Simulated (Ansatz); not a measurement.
# GaN: band gap under strain

How does strain move the band edges of GaN built on the zincblende prototype, and do the functionals agree on it? States: +1.5 % equal strain in all directions; -1.5 % biaxial strain in the (111) plane, free along [111]; +1.5 % strain along [111] alone.

Code: Ansatz 0.2.0. PAW datasets, plane waves. Calculated at 0 K for a non-magnetic cell.

## Step 1: The structure to begin with

The unstrained cell was relaxed with r2SCAN; in each strained cell the atoms were relaxed again with r2SCAN. Names of k-points are those of the unstrained zone, where strain can split equivalent points. First state: +1.5 % equal strain in all directions.

It is cubic, F-43m (No. 216); conventional cell a = 4.565 Å, 11.89 Å³ an atom. Around Ga lie 4 N at 1.98 Å; around N lie 4 Ga at 1.98 Å.

The structure in full:

```
CELL_PARAMETERS angstrom
0.00000 2.28269 2.28269
2.28269 0.00000 2.28269
2.28269 2.28269 0.00000
ATOMIC_POSITIONS crystal
Ga 0.00000 0.00000 0.00000
N 0.25000 0.25000 0.25000
```

From earlier runs on the unstrained cell: PBE 1.76 eV, r2SCAN 2.17 eV, HSE06 3.01 eV, G0W0 2.86 eV (on its mesh); a = 4.498 Å.

## Step 2: +1.5 % equal strain in all directions: PBE

The input, input.yaml:

```yaml
crystal:
  lattice:
    - [0.0, 2.2826868317, 2.2826868317]
    - [2.2826868317, 0.0, 2.2826868317]
    - [2.2826868317, 2.2826868317, 0.0]
  atoms:
    - { symbol: Ga, position: [0.0, 0.0, 0.0] }
    - { symbol: "N", position: [0.25, 0.25, 0.25] }
kpoints:
  mp_grid: { grid: [10, 10, 10] }
  band_path:
    path:
      - [0.0, 0.0, 0.0]
      - [-0.5, -0.5, 0.0]
      - [-0.375, -0.375, 0.25]
      - [-0.375, 0.0, 0.375]
      - [0.0, 0.0, 0.5]
      - [-0.5, -0.25, 0.25]
    npoints: 1
hamiltonian:
  xc: pbe
scf:
  occupations: { method: fermi_dirac, width: 0.02 }
  n_extra_bands: 4
output:
  forces: true
  stress: true
  eigenvalues: true
```

The runs that follow: +1.5 % equal strain in all directions: r2SCAN; +1.5 % equal strain in all directions: HSE06; +1.5 % equal strain in all directions: G0W0@PBE; -1.5 % biaxial strain in the (111) plane, free along [111]: PBE; -1.5 % biaxial strain in the (111) plane, free along [111]: r2SCAN; -1.5 % biaxial strain in the (111) plane, free along [111]: HSE06; -1.5 % biaxial strain in the (111) plane, free along [111]: G0W0@PBE; +1.5 % strain along [111] alone: PBE; +1.5 % strain along [111] alone: r2SCAN; +1.5 % strain along [111] alone: HSE06; +1.5 % strain along [111] alone: G0W0@PBE.

**Question.** What will these runs give?

As calculated:

Least gap in eV (negative: overlap), with the change from the unstrained cell in brackets. G0W0 is on its own coarse mesh.

| state | volume change (%) | PBE | r2SCAN | HSE06 | G0W0 |
| --- | --- | --- | --- | --- | --- |
| +1.5 % equal strain in all directions | +4.6 | 1.47 (-0.29) | 1.87 (-0.30) | 2.67 (-0.34) | 2.47 (-0.39) |
| -1.5 % biaxial strain in the (111) plane, free along [111] | -2.3 | 1.84 (+0.08) | 2.26 (+0.09) | 3.11 (+0.10) | 2.99 (+0.13) |
| +1.5 % strain along [111] alone | +1.5 | 1.62 (-0.14) | 2.03 (-0.14) | 2.86 (-0.15) | 2.69 (-0.17) |

What this shows: The largest move of the HSE06 gap in the table is -0.331 eV, under +1.5 % equal strain in all directions. PBE and HSE06 differ by 1.25 eV on the unstrained gap, and by at most 0.04 eV on its change: PBE follows the response to strain far better than the gap itself. The G0W0 figures hold for the stated bands, cutoff and mesh and aren't extrapolated.
